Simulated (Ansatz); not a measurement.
## CsI under changes of volume

One of the cells (47.619 Å³/atom); the others are scaled copies at fixed shape and fractional positions:

```
Cs I
1.0
     4.56670    0.00000    0.00000
     0.00000    4.56670    0.00000
     0.00000    0.00000    4.56670
Cs I
1 1
Direct
  0.00000 0.00000 0.00000
  0.50000 0.50000 0.50000
```

```yaml
Program: Ansatz 0.2.0
Functional: revPBE
Dispersion: D4
Potentials_or_basis: Ansatz PAW
Cutoff: "420 eV (not typed: the program's choice for these potentials)"
k_mesh: 6 × 6 × 6
Occupations: fermi-dirac, width 0.05 eV
Spin: no spin polarisation
```

```tsv
volume (Å³/atom)	energy over the lowest point (meV/atom)	pressure (GPa)	gap on the mesh (eV)
44.762	28.17	1.7	4.25
45.714	19.36	1.3	4.25
46.666	12.45	1.0	4.18
47.619	?	?	?
48.571	3.52	0.5	4.05
49.523	1.16	0.3	3.99
50.476	0.00	0.1	3.94
```

Task: What does the run at 47.619 Å³/atom give?

Result: Energy over the lowest point 7.23 meV/atom; pressure 0.7 GPa; gap on the mesh 4.11 eV.

Worked out: A Birch-Murnaghan fit of order 3 (a polynomial in V^(-2/3)) to the other rows has its minimum at 51.03 Å³/atom, just outside them, with B0 = V·E''(V) = 9.0 GPa and B' = 5.1. It gives 7.23 meV/atom at 47.619 Å³/atom, against the run's 7.23, and -dE/dV = 0.7 GPa, against 0.7. A parabola through the other rows of the gap, of slope -2.84 eV per unit of ln V there, gives 4.12 eV, against the run's 4.11.

Energies are extrapolated to zero smearing.

Caveats: spin-orbit coupling is left out, which moves the levels of the heavy elements; the PAW data sets come from PBE, with cores solved anew for the run's functional, which leaves a small shift of forces and pressure.

A mesh can miss the band edges.
